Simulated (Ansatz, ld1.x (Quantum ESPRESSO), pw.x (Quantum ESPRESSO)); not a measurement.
# From atom to crystal: RRKJ potential for Au

gold (Au), norm-conserving RRKJ (Kleinman–Bylander form), made with ld1.x (Quantum ESPRESSO) 7.5 (PBE, scalar-relativistic). Core [Xe] 4f14, reference 5d10 6s1 6p0. Waves: 6p (bound, empty): rc 2.45 bohr; 5d (bound): rc 1.70 bohr; 6s (bound): rc 2.50 bohr. Local part: the s channel. Core correction: a·sin(br)/r model core inside 1.10 bohr.

Atomic tests: cutoffs needed: 40 Ry and 55 Ry (the cutoffs (Ry, on a coarse ladder) from which the occupation-weighted sum of valence levels, in a spherical-Bessel basis at the reference potential, stays within 10 and 1 mRy of its value at 400 Ry); ghost test: no extra level below or beside the all-electron valence levels (p, d, s, f tested) (spherical-Bessel basis up to 400 Ry, 20 bohr box); largest excitation error: -1035 meV (all-electron minus pseudo) for 5d7 6s0 6p0, out of 7 test configurations.

Crystal test: fcc Au in pw.x 7.5, no spin, 14³ k-points, Fermi–Dirac smearing 0.01 Ry, cutoffs 70/280 Ry. The reference is all-electron LAPW (Ansatz 0.2.0) with the same functional, mesh and smearing; V0 and B0 come from Birch–Murnaghan fits to the pressures at five volumes. Errors are pseudo minus all-electron; Δ is the rms difference of the E(V) curves that follow from these fits, minima aligned, over ±6 % about the mean V0. Mesh and smearing are coarse, so the numbers serve the comparison and aren't converged zero-temperature values; the lattice is a test structure that the element need not adopt.

| V (Å³/atom) | P all-electron (GPa) | P pseudo (GPa) |
| --- | --- | --- |
| 17.249 | 6.44 | 10.88 |
| 17.703 | 2.17 | 6.10 |
| 18.157 | -1.41 | 2.15 |
| 18.611 | -4.40 | -1.25 |
| 19.065 | -6.89 | -4.05 |

All-electron: a0 = 4.158 Å (V0 = 17.97 Å³/atom), B0 = 139.3 GPa.

Pseudopotential: mean pressure error (GPa): +3.58; a0 (Å): 4.193; a0 error (%): +0.86; B0 error (%): -4.1; Δ (meV/atom): 14.0. This is a poor potential for the solid.

**Question.** At the middle volume, how do free energy and pressure move when the wave cutoff is lowered (ecutrho kept at four times it)?

**Answer.**

| cutoff (Ry) | shift of F (meV/atom) | shift of P (GPa) |
| --- | --- | --- |
| 32 | +1505.1 | -84.33 |
| 42 | +49.4 | -4.62 |
| 56 | +8.5 | +0.57 |

The run at the middle volume (104 k-points, 7 iterations) took about 17 s on one core of a shared host (Neoverse-V1, 32 threads, 247 GiB, load 27).
